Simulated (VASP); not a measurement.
Here is a VASP 6.6.1 calculation.

Contents of INCAR:

```
PREC     = Accurate       # precision mode
ENCUT    = 520            # plane-wave cutoff, eV
EDIFF    = 1E-6           # SCF threshold, eV
ISMEAR   = 0              # smearing method
SIGMA    = 0.02           # smearing width, eV
LREAL    = F              # projectors in reciprocal space
LASPH    = T              # aspherical terms in the spheres
NELM     = 100            # most SCF steps
ALGO     = Normal         # electronic algorithm
ISIF     = 2              # what is computed and relaxed
LWAVE    = F              # write WAVECAR
LCHARG   = F              # write CHGCAR
GGA      = CA             # functional
NBANDS   = 15             # bands
```

File KPOINTS:

```
regular mesh
0
Gamma
  8 8 8
```

File POSCAR:

```
KF
1.0
    0.0000000000      2.5812828431      2.5812828431
    2.5812828431      0.0000000000      2.5812828431
    2.5812828431      2.5812828431      0.0000000000
K F
1 1
Direct
    0.0000000000      0.0000000000      0.0000000000
    0.5000000000      0.5000000000      0.5000000000
```

Potentials or basis: VASP PAW LDA potentials, release 64 (K_sv, F).

The run is started by

```sh
$ cat potpaw_LDA.64/K_sv/POTCAR potpaw_LDA.64/F/POTCAR > POTCAR
$ mpirun -np 1 vasp_std > vasp.out
```

(1) What does it give for the band gap on the k mesh?

(2) Estimate the pressure.

## Answers

(1) 6.35 eV, direct.

(2) 0.2 GPa.
